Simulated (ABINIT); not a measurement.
# HfO2 (P4_2/mnm) in ABINIT: notebook

The runs below take HfO2 through band structure, with PBEsol, r2SCAN.

Everything below comes from runs of ABINIT 10.8.3 (patched build). Logs are shortened: lines on timing, memory, paths and dates and some standing lists are left out, and cuts for length are marked. The log counts tension as positive stress, the text compression.

## Step 1: The crystal as given

It takes space group P4_2/mnm (No. 136, tetragonal). Conventional cell: a = 4.814 Å, b = 4.814 Å, c = 3.205 Å, α = 90.00°, β = 90.00°, γ = 90.00°. Hf (site symmetry mmm) is surrounded by 6 O at 2.08 Å. O (site symmetry m2m) is surrounded by 3 Hf at 2.08 Å.

Measurements of this composition are mostly on another form, of space group No. 14.

## Step 2: Band structure, PBEsol

File run.abi:

```
# Datasets: ground state, then fixed potential
ndtset 2

# Pseudopotentials
pp_dirpath "./"
pseudos "Hf.GGA_PBE-JTH.xml, O.GGA_PBE-JTH.xml"

# Structure
acell 4.81353299 4.81353299 3.20541541 Angstrom
rprim
     1.0000000000     0.0000000000     0.0000000000
     0.0000000000     1.0000000000     0.0000000000
     0.0000000000     0.0000000000     1.0000000000
ntypat 2
znucl 72 8
natom 6
typat 1 1 2 2 2 2
xred
     0.5000000000     0.5000000000     0.5000000000
     0.0000000000     0.0000000000     0.0000000000
     0.8050448800     0.1949551200     0.5000000000
     0.6949551200     0.6949551200     0.0000000000
     0.3050448800     0.3050448800     0.0000000000
     0.1949551200     0.8050448800     0.5000000000

# Plane-wave basis
ecut 23.0
pawecutdg 45.0
pawxcdev 0

# Exchange and correlation
ixc -116133

# Bands and occupations
occopt 3
tsmear 0.05 eV

# SCF cycle
nstep 100

# Output
iomode 3
prtwf 0
prteig 0
prtebands 0
prtden1 1

# Dataset 1
kptopt1 1
ngkpt1 6 6 8
nshiftk1 1
shiftk1 0.0 0.0 0.0
nband1 29
tolvrs1 1.0e-9

# Dataset 2: bands along G-X-M-G-Z-R-A-Z
iscf2 -2
getden2 1
nband2 35
nbdbuf2 4
tolwfr2 1.0e-11
kptopt2 -7
ndivsm2 6
prteig2 1
kptbounds2
     0.0000000000     0.0000000000     0.0000000000
     0.0000000000     0.5000000000     0.0000000000
     0.5000000000     0.5000000000     0.0000000000
     0.0000000000     0.0000000000     0.0000000000
     0.0000000000     0.0000000000     0.5000000000
     0.0000000000     0.5000000000     0.5000000000
     0.5000000000     0.5000000000     0.5000000000
     0.0000000000     0.0000000000     0.5000000000
```

Potentials or basis: JTH PAW PBE v2.0.

The run is started by

```sh
abinit run.abi > log 2>&1
```

run.abo:

```text
.Version 10.8.3 of ABINIT
 DATASET    1 : space group P4_2/m n m (#136); Bravais tP (primitive tetrag.)
================================================================================
 Values of the parameters that define the memory need for DATASET  1.
     intxc =       0    ionmov =       0      iscf =      17    lmnmax =      18
     lnmax =       6     mgfft =      40  mpssoang =       3    mqgrid =    3001
     natom =       6  nloc_mem =       2    nspden =       1   nspinor =       1
    nsppol =       1      nsym =      16    n1xccc =       1    ntypat =       2
    occopt =       3   xclevel =       2
       mpw =        2664          nfft =       48000          nkpt =          50
 PAW method is used; the additional fine FFT grid is defined by:
   mgfftf=        60    nfftf =    144000
================================================================================
================================================================================

 DATASET    2 : space group P4_2/m n m (#136); Bravais tP (primitive tetrag.)
================================================================================
 Values of the parameters that define the memory need for DATASET  2.
     intxc =       0    ionmov =       0      iscf =      -2    lmnmax =      18
     lnmax =       6     mgfft =      40  mpssoang =       3    mqgrid =    3001
     natom =       6  nloc_mem =       2    nspden =       1   nspinor =       1
    nsppol =       1      nsym =      16    n1xccc =       1    ntypat =       2
    occopt =       3   xclevel =       2
       mpw =        2664          nfft =       48000          nkpt =          50
 PAW method is used; the additional fine FFT grid is defined by:
   mgfftf=        60    nfftf =    144000
================================================================================
================================================================================

--------------------------------------------------------------------------------
------------- Echo of variables that govern the present computation ------------
--------------------------------------------------------------------------------
 -outvars: echo values of preprocessed input variables --------
            acell      9.0962590491E+00  9.0962590491E+00  6.0573572447E+00 Bohr
              amu      1.78490000E+02  1.59994000E+01
             ecut      2.30000000E+01 Hartree
           getden1          0
           getden2          1
             iscf1         17
             iscf2         -2
              ixc     -116133
           jdtset        1    2
           kptopt1          1
           kptopt2         -7
         kptrlatt        6    0    0      0    6    0      0    0    8
          kptrlen1     4.84588580E+01
          kptrlen2     3.00000000E+01
            natom           6
            nband1         29
            nband2         35
           nbdbuf1          0
           nbdbuf2          4
           ndtset           2
           ndivsm1          0
           ndivsm2          6
            ngfft          40      40      30
          ngfftdg          60      60      40
             nkpt          50
            nstep         100
             nsym          16
           ntypat           2
           occopt           3
        pawecutdg      4.50000000E+01 Hartree
         pawxcdev           0
        prtebands           0
           prteig1          0
           prteig2          1
            prtwf           0
           shiftk1     0.00000000E+00  0.00000000E+00  0.00000000E+00
           shiftk2     5.00000000E-01  5.00000000E-01  5.00000000E-01
          spgroup         136
           tolvrs1     1.00000000E-09
           tolvrs2     0.00000000E+00
           tolwfr1     0.00000000E+00
           tolwfr2     1.00000000E-11
           tsmear      1.83746611E-03 Hartree
            typat      1  1  2  2  2  2
           useylm           1
           xangst      2.4067664950E+00  2.4067664950E+00  1.6027077050E+00
                       0.0000000000E+00  0.0000000000E+00  0.0000000000E+00
                       3.8751100883E+00  9.3842290169E-01  1.6027077050E+00
                       3.3451893967E+00  3.3451893967E+00  0.0000000000E+00
                       1.4683435933E+00  1.4683435933E+00  0.0000000000E+00
                       9.3842290169E-01  3.8751100883E+00  1.6027077050E+00
            xcart      4.5481295246E+00  4.5481295246E+00  3.0286786223E+00
                       0.0000000000E+00  0.0000000000E+00  0.0000000000E+00
[... 881 lines left out ...]
 -1.1215E+00 -1.1215E+00 -6.5454E-01 -6.5454E-01 -6.4439E-01 -6.4439E-01
 -2.0171E-01 -2.0171E-01 -1.7533E-01 -1.7533E-01 -1.7176E-01 -1.7176E-01
 -1.3216E-01 -1.3216E-01 -1.2830E-01 -1.2830E-01 -8.8231E-02 -8.8231E-02
  1.5240E-01  1.5240E-01  1.6998E-01  1.6998E-01  1.7026E-01  1.7026E-01
  3.0584E-01  3.0584E-01  3.2663E-01  3.2664E-01  3.9044E-01

--- !ResultsGS
iteration_state: {dtset: 2, }
comment   : Summary of ground state results
lattice_vectors:
- [  9.0962590,   0.0000000,   0.0000000, ]
- [  0.0000000,   9.0962590,   0.0000000, ]
- [  0.0000000,   0.0000000,   6.0573572, ]
lattice_lengths: [   9.09626,    9.09626,    6.05736, ]
lattice_angles: [ 90.000,  90.000,  90.000, ] # degrees, (23, 13, 12)
lattice_volume:   5.0119742E+02
convergence: {deltae:  0.000E+00, res2:  0.000E+00, residm:  9.991E-12, diffor:  0.000E+00, }
etotal    :  -1.65031649E+02
entropy   :   0.00000000E+00
fermie    :  -5.66233379E-03
cartesian_stress_tensor: null
pressure_GPa: null
xred      :
- [  5.0000E-01,   5.0000E-01,   5.0000E-01, Hf]
- [  0.0000E+00,   0.0000E+00,   0.0000E+00, Hf]
- [  8.0504E-01,   1.9496E-01,   5.0000E-01,  O]
- [  6.9496E-01,   6.9496E-01,   0.0000E+00,  O]
- [  3.0504E-01,   3.0504E-01,   0.0000E+00,  O]
- [  1.9496E-01,   8.0504E-01,   5.0000E-01,  O]
cartesian_forces: null
force_length_stats: {min: null, max: null, mean: null, }
...

 Integrated electronic density in atomic spheres:
 ------------------------------------------------
 Atom  Sphere_radius  Integrated_density
    1        2.41119          9.57842075
    2        2.41119          9.57842075
    3        1.41465          4.60562553
    4        1.41465          4.60562553
    5        1.41465          4.60562553
    6        1.41465          4.60562553

================================================================================

 ----iterations are completed or convergence reached----

 Mean square residual over all n,k,spin=   54.355E-13; max=  99.913E-13
 reduced coordinates (array xred) for    6 atoms
       0.500000000000      0.500000000000      0.500000000000
       0.000000000000      0.000000000000      0.000000000000
       0.805044880000      0.194955120000      0.500000000000
       0.694955120000      0.694955120000      0.000000000000
       0.305044880000      0.305044880000      0.000000000000
       0.194955120000      0.805044880000      0.500000000000

 cartesian coordinates (angstrom) at end:
    1      2.40676649500000     2.40676649500000     1.60270770500000
    2      0.00000000000000     0.00000000000000     0.00000000000000
    3      3.87511008831059     0.93842290168941     1.60270770500000
    4      3.34518939668941     3.34518939668941     0.00000000000000
    5      1.46834359331059     1.46834359331059     0.00000000000000
    6      0.93842290168941     3.87511008831059     1.60270770500000
 length scales=  9.096259049122  9.096259049122  6.057357244664 bohr
              =  4.813532990000  4.813532990000  3.205415410000 angstroms
 Eigenvalues (hartree) for nkpt=  50  k points:
 kpt#   1, nband= 35, wtk=  1.00000, kpt=  0.0000  0.0000  0.0000 (reduced coord)
  -2.27198   -2.27160   -1.13122   -1.13122   -1.12016   -1.12016   -1.11590   -1.11362
  -0.70052   -0.67077   -0.62506   -0.62506   -0.25842   -0.23968   -0.21574   -0.18432
  -0.18432   -0.12108   -0.12108   -0.11260   -0.07955   -0.07025   -0.07025   -0.05258
   0.09011    0.09644    0.13811    0.15131    0.15131    0.17591    0.23849    0.25591
   0.32519    0.32522    0.36220
 kpt#   2, nband= 35, wtk=  1.00000, kpt=  0.0000  0.0833  0.0000 (reduced coord)
  -2.27197   -2.27160   -1.13107   -1.13105   -1.12036   -1.12034   -1.11586   -1.11366
  -0.69949   -0.67031   -0.62630   -0.62580   -0.25627   -0.23805   -0.21417   -0.18414
  -0.18405   -0.12320   -0.12175   -0.11275   -0.08083   -0.07448   -0.07231   -0.05348
   0.09214    0.09792    0.13969    0.15266    0.15291    0.17955    0.23632    0.25758
   0.32475    0.32716    0.36038
 kpt#   3, nband= 35, wtk=  1.00000, kpt=  0.0000  0.1667  0.0000 (reduced coord)
  -2.27196   -2.27162   -1.13063   -1.13057   -1.12093   -1.12086   -1.11575   -1.11378
  -0.69648   -0.66901   -0.62980   -0.62795   -0.25006   -0.23335   -0.20951   -0.18365
  -0.18331   -0.12914   -0.12424   -0.11303   -0.08611   -0.08443   -0.07717   -0.05621
   0.09740    0.10175    0.14437    0.15644    0.15729    0.18963    0.22999    0.26277
[... 269 lines left out ...]
   0.12698    0.14866    0.16053    0.17215    0.17934    0.19164    0.29262    0.30472
   0.32548    0.34844    0.38515
 kpt#  49, nband= 35, wtk=  1.00000, kpt=  0.0625  0.0625  0.5000 (reduced coord)
  -2.27100   -2.27100   -1.13852   -1.13836   -1.12255   -1.12233   -1.12145   -1.12143
  -0.65926   -0.65463   -0.64427   -0.63938   -0.20677   -0.20124   -0.18028   -0.17720
  -0.17502   -0.15930   -0.13109   -0.12801   -0.12744   -0.12739   -0.09084   -0.08836
   0.14193    0.15140    0.16562    0.17076    0.17448    0.17950    0.30039    0.30541
   0.32639    0.33444    0.38846
 kpt#  50, nband= 35, wtk=  1.00000, kpt=  0.0000  0.0000  0.5000 (reduced coord)
  -2.27100   -2.27100   -1.13834   -1.13834   -1.12254   -1.12254   -1.12145   -1.12145
  -0.65454   -0.65454   -0.64439   -0.64439   -0.20171   -0.20171   -0.17533   -0.17533
  -0.17176   -0.17176   -0.13216   -0.13216   -0.12830   -0.12830   -0.08823   -0.08823
   0.15240    0.15240    0.16998    0.16998    0.17026    0.17026    0.30584    0.30584
   0.32663    0.32664    0.39044

== END DATASET(S) ==============================================================
================================================================================

 -outvars: echo values of variables after computation  --------
            acell      9.0962590491E+00  9.0962590491E+00  6.0573572447E+00 Bohr
           etotal1    -1.6503164924E+02
            fcart1    -4.5175090520E-21 -0.0000000000E+00 -0.0000000000E+00
                      -4.5175090520E-21 -0.0000000000E+00 -0.0000000000E+00
                       1.5896550423E-04 -1.5896550423E-04 -0.0000000000E+00
                      -1.5896550423E-04 -1.5896550423E-04 -0.0000000000E+00
                       1.5896550423E-04  1.5896550423E-04 -0.0000000000E+00
                      -1.5896550423E-04  1.5896550423E-04 -0.0000000000E+00
           strten1     5.5214788922E-06  5.5214788922E-06  2.6071640870E-05
                       0.0000000000E+00  0.0000000000E+00  0.0000000000E+00
           xangst      2.4067664950E+00  2.4067664950E+00  1.6027077050E+00
                       0.0000000000E+00  0.0000000000E+00  0.0000000000E+00
                       3.8751100883E+00  9.3842290169E-01  1.6027077050E+00
                       3.3451893967E+00  3.3451893967E+00  0.0000000000E+00
                       1.4683435933E+00  1.4683435933E+00  0.0000000000E+00
                       9.3842290169E-01  3.8751100883E+00  1.6027077050E+00
             xred      5.0000000000E-01  5.0000000000E-01  5.0000000000E-01
                       0.0000000000E+00  0.0000000000E+00  0.0000000000E+00
                       8.0504488000E-01  1.9495512000E-01  5.0000000000E-01
                       6.9495512000E-01  6.9495512000E-01  0.0000000000E+00
                       3.0504488000E-01  3.0504488000E-01  0.0000000000E+00
                       1.9495512000E-01  8.0504488000E-01  5.0000000000E-01
 Calculation completed.
```

Wall time 5 min (1 thread of Intel Xeon Platinum 8375C at 2.90GHz (Ice Lake), shared host); peak memory 0.24 GiB.

Results:

```yaml
Free_energy: -4490.7400 eV
Pressure: -0.4 GPa
Largest_force: 0.012 eV/Å
Band_gap_on_the_k_mesh: 3.88 eV, direct
Band_gap_along_the_path: 3.88 eV, direct
Valence_electrons_inside_the_program's_atomic_spheres: Hf 9.58; O 4.61
```

Forces on the atoms (eV/Å):
```
Hf   0.000  0.000  0.000
Hf   0.000  0.000  0.000
O    0.008 -0.008  0.000
O   -0.008 -0.008  0.000
O    0.008  0.008  0.000
O   -0.008  0.008  0.000
```

Levels at the corners of the path, in eV from the valence-band top:
```tsv
point	band 21	band 22	band 23	band 24	band 25	band 26	band 27	band 28
Γ	-0.73	-0.48	-0.48	0.00	3.88	4.05	5.19	5.55
X	-1.47	-1.47	-0.68	-0.68	4.57	4.57	6.19	6.19
M	-1.14	-1.14	-0.82	-0.82	4.15	4.15	5.61	5.61
Γ	-0.73	-0.48	-0.48	0.00	3.88	4.05	5.19	5.55
Z	-2.06	-2.06	-0.97	-0.97	5.58	5.58	6.06	6.06
R	-1.78	-1.78	-0.94	-0.94	4.11	4.11	6.31	6.31
A	-1.11	-1.11	-0.50	-0.50	5.08	5.08	5.82	5.82
Z	-2.06	-2.06	-0.97	-0.97	5.58	5.58	6.06	6.06
```

Caveat: the PAW data sets were made with another functional, which shifts forces and pressure a little; spin-orbit coupling is left out, which moves the levels of the heavy elements.

## Step 3: Band structure, r2SCAN

run.abi: that of step 2 with these lines changed.

```diff
@@ -26,8 +26,9 @@
 # Plane-wave basis
-ecut 23.0
-pawecutdg 45.0
-pawxcdev 0
+ecut 28.0
+pawecutdg 50.0
 
 # Exchange and correlation
-ixc -116133
+ixc -497498
+usekden 1
+pawxcdev 0
 
@@ -46,2 +47,3 @@
 prtden1 1
+prtkden1 1
 
@@ -49,3 +51,3 @@
 kptopt1 1
-ngkpt1 6 6 8
+ngkpt1 5 5 7
 nshiftk1 1
@@ -53,3 +55,3 @@
 nband1 29
-tolvrs1 1.0e-9
+tolvrs1 1.0e-7
 
@@ -58,2 +60,3 @@
 getden2 1
+getkden2 1
 nband2 35
@@ -62,3 +65,3 @@
 kptopt2 -7
-ndivsm2 6
+ndivsm2 8
 prteig2 1
```

Potentials or basis: JTH PAW PBE v2.0.

The run is started by

```sh
abinit run.abi > log 2>&1
```

Wall time 15 min (1 thread of Intel Xeon Platinum 8375C at 2.90GHz (Ice Lake), shared host); peak memory 0.27 GiB.

It converged, with:

```yaml
Free_energy: -2249.6919 eV
Pressure: 0.3 GPa
Largest_force: 0.007 eV/Å
Band_gap_on_the_k_mesh: 4.55 eV, direct
Band_gap_along_the_path: 4.55 eV, direct
Valence_electrons_inside_the_program's_atomic_spheres: Hf 9.52; O 4.65
```

Forces on the atoms (eV/Å):
```
Hf   0.000  0.000  0.000
Hf   0.000  0.000  0.000
O   -0.005  0.005  0.000
O    0.005  0.005  0.000
O   -0.005 -0.005  0.000
O    0.005 -0.005  0.000
```

Levels at the corners of the path, in eV from the valence-band top:
```csv
point,band 21,band 22,band 23,band 24,band 25,band 26,band 27,band 28
Γ,-0.77,-0.50,-0.50,0.00,4.55,4.69,5.81,6.18
X,-1.49,-1.49,-0.68,-0.68,5.20,5.20,6.82,6.82
M,-1.18,-1.18,-0.85,-0.85,4.76,4.76,6.25,6.25
Γ,-0.77,-0.50,-0.50,0.00,4.55,4.69,5.81,6.18
Z,-2.10,-2.10,-0.99,-0.99,6.17,6.17,6.69,6.69
R,-1.79,-1.79,-0.96,-0.96,4.76,4.76,6.93,6.93
A,-1.12,-1.12,-0.52,-0.52,5.70,5.70,6.46,6.46
Z,-2.10,-2.10,-0.99,-0.99,6.17,6.17,6.69,6.69
```

Caveat: the PAW data sets were made with another functional, which shifts forces and pressure a little; spin-orbit coupling is left out, which moves the levels of the heavy elements. r2SCAN opens gaps a little over a GGA but as a rule still falls short of measured ones.
